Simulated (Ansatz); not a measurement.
MgO: single point with PBE

**Experimental background.**

From “Electronic structure of alkaline earth and post-transition metal oxides”, 2009, arxiv:0908.1581, for a bulk crystal of MgO: band gap 7.83 eV.

MgO:

```
Mg O
1.0
     0.00000    2.09700    2.09700
     2.09700    0.00000    2.09700
     2.09700    2.09700    0.00000
Mg O
1 1
Cartesian
  0.0000 0.0000 0.0000
  2.0970 2.0970 2.0970
```

The cell is a database's computed one.

```
Program             : Ansatz 0.2.0
Task                : single point
Functional          : PBE
Potentials or basis : all-electron LAPW, scalar-relativistic
Cutoff              : 275 eV (chosen from the basis error)
Basis error allowed : 0.003 eV/atom
k mesh              : 8 × 8 × 8
Occupations         : fermi-dirac, width 0.03 eV
Spin                : no spin polarisation
```

| Quantity | Value |
| --- | --- |
| Pressure | 7.0 GPa |
| Band gap on the k mesh | 4.86 eV, direct |

Levels at points of the mesh, in eV from the valence-band top:
```tsv
k point	band 5	band 6	band 7	band 8	band 9	band 10	band 11	band 12
(0.00, 0.00, 0.00)	-17.31	0.00	0.00	0.00	4.86	15.89	15.89	15.89
(0.00, 0.00, -0.50)	-15.97	-4.66	-0.67	-0.67	7.99	12.76	16.46	16.46
(0.00, -0.50, -0.50)	-15.74	-4.10	-1.36	-1.36	9.15	10.13	13.24	19.19
```

Run time: 2.4 s on 1 thread of Arm Neoverse V1, with other jobs on the host, peak memory 0.22 GiB.

Measured gap of MgO: 7.83 eV (quoted in “Electronic structure of alkaline earth and post-transition metal oxides”, 2009, arxiv:0908.1581). This calculation gives 4.86 eV (-2.97 eV). The value is that of PBE, without temperature or zero-point motion. Semilocal functionals fall short of measured gaps as a rule. The cell is a database's relaxed one, not the measured one, which moves gaps too.
